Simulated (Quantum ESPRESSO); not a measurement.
# CdSe (Cadmoselite) (P6_3mc) in Quantum ESPRESSO: single point with PBE

Aim: the single point of CdSe (Cadmoselite) with PBE.

Everything below comes from runs of Quantum ESPRESSO 7.5. Logs are shortened: lines on timing, memory, paths and dates and some standing lists are left out, and cuts for length are marked.

## (1) Starting point

The structure is hexagonal, space group P6_3mc (No. 186). Conventional cell: a = 4.300 Å, b = 4.300 Å, c = 7.020 Å, α = 90.00°, β = 90.00°, γ = 120.00°. Around Cd (site symmetry 3m) lie 4 Se at 2.61 to 2.70 Å. Se (site symmetry 3m) is surrounded by 4 Cd at 2.61 to 2.70 Å.

## (2) Single point, PBE

Input file pw.in:

```
&CONTROL
  calculation = 'scf'
  prefix = 'pwscf'
  outdir = './tmp'
  pseudo_dir = './pseudo'
  tprnfor = .true.
  tstress = .true.
  disk_io = 'nowf'
/
&SYSTEM
  ibrav = 0
  nat = 4
  ntyp = 2
  ecutwfc = 70
  nbnd = 36
  occupations = 'smearing'
  smearing = 'fd'
  degauss = 0.00367493
/
&ELECTRONS
  conv_thr = 8d-10
  electron_maxstep = 120
  mixing_beta = 0.5
/
ATOMIC_SPECIES
Cd   112.4140 Cd_ONCV_PBE-1.2.upf
Se    78.9710 Se_ONCV_PBE-1.2.upf
CELL_PARAMETERS angstrom
   4.3000000000    0.0000000000    0.0000000000
  -2.1500000000    3.7239092363    0.0000000000
   0.0000000000    0.0000000000    7.0200000000
ATOMIC_POSITIONS crystal
Cd     0.6666666667    0.3333333333    0.5000000000
Cd     0.3333333333    0.6666666667    0.0000000000
Se     0.6666666667    0.3333333333    0.8850000000
Se     0.3333333333    0.6666666667    0.3850000000
K_POINTS automatic
2 2 1 0 0 0
```

Potentials or basis: SG15 PBE 1.2.

Started as:

```sh
OMP_NUM_THREADS=2 pw.x -in pw.in > pw.out
```

pw.out:

```text
This program is part of the open-source Quantum ESPRESSO suite
     for quantum simulation of materials; please cite
[... 9 lines left out ...]
     --------------------
     sticks:   dense  smooth     PW     G-vecs:    dense   smooth      PW
     Sum        1285    1285    361                60119    60119    8761

     Using Slab Decomposition

     bravais-lattice index     =            0
     lattice parameter (alat)  =       8.1258  a.u.
     unit-cell volume          =     758.5798 (a.u.)^3
     number of atoms/cell      =            4
     number of atomic types    =            2
     number of electrons       =        52.00
     number of Kohn-Sham states=           36
     kinetic-energy cutoff     =      70.0000  Ry
     charge density cutoff     =     280.0000  Ry
     scf convergence threshold =      8.0E-10
     mixing beta               =       0.5000
     number of iterations used =            8  plain     mixing
     Exchange-correlation= PBE
                           (   1   4   3   4   0   0   0)

     celldm(1)=   8.125822  celldm(2)=   0.000000  celldm(3)=   0.000000
     celldm(4)=   0.000000  celldm(5)=   0.000000  celldm(6)=   0.000000

     crystal axes: (cart. coord. in units of alat)
               a(1) = (   1.000000   0.000000   0.000000 )
               a(2) = (  -0.500000   0.866025   0.000000 )
               a(3) = (   0.000000   0.000000   1.632558 )

     reciprocal axes: (cart. coord. in units 2 pi/alat)
               b(1) = (  1.000000  0.577350 -0.000000 )
               b(2) = (  0.000000  1.154701  0.000000 )
               b(3) = (  0.000000 -0.000000  0.612536 )

     PseudoPot. # 1 for Cd read from file:
     Cd_ONCV_PBE-1.2.upf
     Pseudo is Norm-conserving, Zval = 20.0
     Generated using ONCVPSP code by D. R. Hamann
     Using radial grid of  602 points,  6 beta functions with:
                l(1) =   0
                l(2) =   0
                l(3) =   1
                l(4) =   1
                l(5) =   2
                l(6) =   2

     PseudoPot. # 2 for Se read from file:
     Se_ONCV_PBE-1.2.upf
     Pseudo is Norm-conserving, Zval =  6.0
     Generated using ONCVPSP code by D. R. Hamann
     Using radial grid of  602 points,  6 beta functions with:
                l(1) =   0
                l(2) =   0
                l(3) =   1
                l(4) =   1
                l(5) =   2
                l(6) =   2

     atomic species   valence    mass     pseudopotential
     Cd               20.00   112.41400     Cd( 1.00)
     Se                6.00    78.97100     Se( 1.00)

     12 Sym. Ops. (no inversion) found ( 6 have fractional translation)

   Cartesian axes

     site n.     atom                  positions (alat units)
         1        Cd     tau(   1) = (   0.5000000   0.2886751   0.8162791  )
         2        Cd     tau(   2) = (  -0.0000000   0.5773503   0.0000000  )
         3        Se     tau(   3) = (   0.5000000   0.2886751   1.4448140  )
         4        Se     tau(   4) = (  -0.0000000   0.5773503   0.6285349  )

     number of k points=     2  Fermi-Dirac smearing, width (Ry)=  0.0037
                       cart. coord. in units 2pi/alat
        k(    1) = (   0.0000000   0.0000000   0.0000000), wk =   0.5000000
        k(    2) = (   0.0000000  -0.5773503   0.0000000), wk =   1.5000000

     Dense  grid:    60119 G-vectors     FFT dimensions: (  45,  45,  72)

     Initial potential from superposition of free atoms

     starting charge      51.8953, renormalised to      52.0000
     Starting wfcs are random

     Self-consistent Calculation

     iteration #  1     ecut=    70.00 Ry     beta= 0.50
     Davidson diagonalization with overlap
     ethr =  1.00E-02,  avg # of iterations =  9.0

     Threshold (ethr) on eigenvalues was too large:
     Diagonalizing with lowered threshold

     Davidson diagonalization with overlap
     ethr =  5.31E-04,  avg # of iterations =  2.0

     total energy              =    -659.59313026 Ry
     estimated scf accuracy    <       0.26029479 Ry

     iteration #  2     ecut=    70.00 Ry     beta= 0.50
     Davidson diagonalization with overlap
     ethr =  5.01E-04,  avg # of iterations =  2.0

     total energy              =    -659.66125108 Ry
     estimated scf accuracy    <       0.01590031 Ry

     iteration #  3     ecut=    70.00 Ry     beta= 0.50
     Davidson diagonalization with overlap
     ethr =  3.06E-05,  avg # of iterations =  3.0

     total energy              =    -659.66279642 Ry
     estimated scf accuracy    <       0.00248900 Ry

     iteration #  4     ecut=    70.00 Ry     beta= 0.50
     Davidson diagonalization with overlap
     ethr =  4.79E-06,  avg # of iterations =  5.0

     total energy              =    -659.66294747 Ry
     estimated scf accuracy    <       0.00014165 Ry

     iteration #  5     ecut=    70.00 Ry     beta= 0.50
     Davidson diagonalization with overlap
     ethr =  2.72E-07,  avg # of iterations =  2.0

     total energy              =    -659.66297173 Ry
     estimated scf accuracy    <       0.00000812 Ry

     iteration #  6     ecut=    70.00 Ry     beta= 0.50
     Davidson diagonalization with overlap
     ethr =  1.56E-08,  avg # of iterations =  2.0

     total energy              =    -659.66297332 Ry
     estimated scf accuracy    <       0.00000065 Ry

     iteration #  7     ecut=    70.00 Ry     beta= 0.50
     Davidson diagonalization with overlap
     ethr =  1.24E-09,  avg # of iterations =  2.0

     total energy              =    -659.66297346 Ry
     estimated scf accuracy    <       0.00000010 Ry

     iteration #  8     ecut=    70.00 Ry     beta= 0.50
     Davidson diagonalization with overlap
     ethr =  1.98E-10,  avg # of iterations =  2.0

     total energy              =    -659.66297349 Ry
     estimated scf accuracy    <       0.00000002 Ry

     iteration #  9     ecut=    70.00 Ry     beta= 0.50
     Davidson diagonalization with overlap
     ethr =  3.22E-11,  avg # of iterations =  2.0

     End of self-consistent calculation

          k = 0.0000 0.0000 0.0000 (  7475 PWs)   bands (ev):

   -94.5799 -94.5799 -55.6309 -55.6309 -55.6308 -55.6308 -55.6271 -55.6268
    -5.2330  -4.8628  -0.7988  -0.7988  -0.7479  -0.7479  -0.7298  -0.4540
    -0.4540  -0.3886  -0.3886  -0.0932   3.0470   6.6061   6.6061   7.3255
     7.3320   7.3320   7.9425   9.3341  13.1044  13.1044  13.3798  14.2285
    14.2285  15.0252  16.6705  16.6943

          k = 0.0000-0.5774 0.0000 (  7528 PWs)   bands (ev):

   -94.5799 -94.5799 -55.6311 -55.6311 -55.6310 -55.6309 -55.6270 -55.6269
    -4.8515  -4.7338  -0.6836  -0.6831  -0.5766  -0.5209  -0.5105  -0.4880
    -0.4216  -0.3683  -0.1482  -0.0137   3.0409   3.5571   4.7376   5.4552
     6.0727   6.4886  10.4896  10.5413  12.0567  13.4451  13.8826  14.9820
    15.1608  16.8740  17.5804  17.6251

     the Fermi energy is     7.6637 ev

!    total energy              =    -659.66297349 Ry
     estimated scf accuracy    <          5.5E-11 Ry
     smearing contrib. (-TS)   =      -0.00009887 Ry
     internal energy E=F+TS    =    -659.66287462 Ry

     The total energy is F=E-TS. E is the sum of the following terms:
     one-electron contribution =    -438.49061739 Ry
     hartree contribution      =     223.72519515 Ry
     xc contribution           =     -63.88158526 Ry
     ewald contribution        =    -381.01586713 Ry

     convergence has been achieved in   9 iterations

     Forces acting on atoms (cartesian axes, Ry/au):

     atom    1 type  1   force =     0.00000000    0.00000000    0.01618867
     atom    2 type  1   force =    -0.00000000   -0.00000000    0.01618867
     atom    3 type  2   force =     0.00000000    0.00000000   -0.01618867
     atom    4 type  2   force =     0.00000000    0.00000000   -0.01618867

     Total force =     0.032377     Total SCF correction =     0.000003

     Computing stress (Cartesian axis) and pressure

          total   stress  (Ry/bohr**3)                   (kbar)     P=       42.57
   0.00050477   0.00000000  -0.00000000           74.25        0.00       -0.00
   0.00000000   0.00050477  -0.00000000            0.00       74.25       -0.00
  -0.00000000  -0.00000000  -0.00014140           -0.00       -0.00      -20.80

=------------------------------------------------------------------------------=
   JOB DONE.
=------------------------------------------------------------------------------=
```

It took 13 s on 2 threads of Arm Neoverse V1, shared host; peak memory 0.1 GiB.

Results:

| Item | Value |
| --- | --- |
| Free energy | -8975.1720 eV |
| Pressure | 4.3 GPa |
| Largest force | 0.416 eV/Å |
| Band gap on the k mesh | 0.61 eV, direct |

Forces in eV/Å, atoms in the order of the input:
```
Cd   0.000  0.000  0.416
Cd   0.000  0.000  0.416
Se   0.000  0.000 -0.416
Se   0.000  0.000 -0.416
```

Caveat: the k mesh is coarse (spacing up to 0.90 Å⁻¹), so the values aren't converged.
